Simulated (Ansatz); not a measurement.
# SiC: the cost of one run

Method: DFT PBE, scalar-relativistic, plane waves, PAW, in Ansatz 0.2.0.

### 1 Starting point

It takes space group P4_2/mnm (No. 136, tetragonal). Conventional cell: a = 5.092 Å, b = 5.092 Å, c = 3.008 Å, α = 90.00°, β = 90.00°, γ = 90.00°. Around Si (site symmetry m2m) lie 4 C at 1.79 to 1.86 Å. C (site symmetry m2m) has 4 Si at 1.79 to 1.86 Å as nearest neighbours.

Coordinates:

```cif
data_structure
_symmetry_space_group_name_H-M 'P 1'
_symmetry_Int_Tables_number 1
_cell_length_a 5.0922
_cell_length_b 5.0922
_cell_length_c 3.0075
_cell_angle_alpha 90.000
_cell_angle_beta 90.000
_cell_angle_gamma 90.000
_cell_volume 77.99
loop_
_atom_site_label
_atom_site_type_symbol
_atom_site_fract_x
_atom_site_fract_y
_atom_site_fract_z
_atom_site_occupancy
Si1 Si 0.68236 0.68236 0.00000 1
Si2 Si 0.81764 0.18236 0.50000 1
Si3 Si 0.31764 0.31764 0.00000 1
Si4 Si 0.18236 0.81764 0.50000 1
C1 C 0.81764 0.81764 0.50000 1
C2 C 0.68236 0.31764 0.00000 1
C3 C 0.18236 0.18236 0.50000 1
C4 C 0.31764 0.68236 0.00000 1
```

A structure generator made this guess: 4-connected net, two elements alternating (P4_2/mnm, No. 136). Lengths come from tabulated atomic sizes and are only a guess.

### 2 The guess as it stands, on a coarse mesh

input.yaml

```yaml
crystal:
  lattice:
    - [5.09219969, 0.0, 0.0]
    - [0.0, 5.09219969, 0.0]
    - [0.0, 0.0, 3.00754724]
  atoms:
    - { symbol: Si, position: [0.68236281, 0.68236281, 0.0] }
    - { symbol: Si, position: [0.81763719, 0.18236281, 0.5] }
    - { symbol: Si, position: [0.31763719, 0.31763719, 0.0] }
    - { symbol: Si, position: [0.18236281, 0.81763719, 0.5] }
    - { symbol: C, position: [0.81763719, 0.81763719, 0.5] }
    - { symbol: C, position: [0.68236281, 0.31763719, 0.0] }
    - { symbol: C, position: [0.18236281, 0.18236281, 0.5] }
    - { symbol: C, position: [0.31763719, 0.68236281, 0.0] }
basis:
  ecutwfc: 420
kpoints:
  mp_grid: { grid: [4, 4, 6] }
hamiltonian:
  xc: pbe
scf:
  occupations: { method: gaussian, width: 0.1 }
  lower_state_search: "off"
output:
  forces: true
  stress: true
  eigenvalues: true
```

The run is started by

```sh
ansatz run input.yaml --threads 1 --pin off --max-ram 2560MiB --backend cpu --events-out ev --progress --plain --runs-dir out
```

Q: Estimate wall time and peak memory on 1 thread of Arm Neoverse V2, shared host.

About 2.6 s, with a peak of 0.32 GiB.
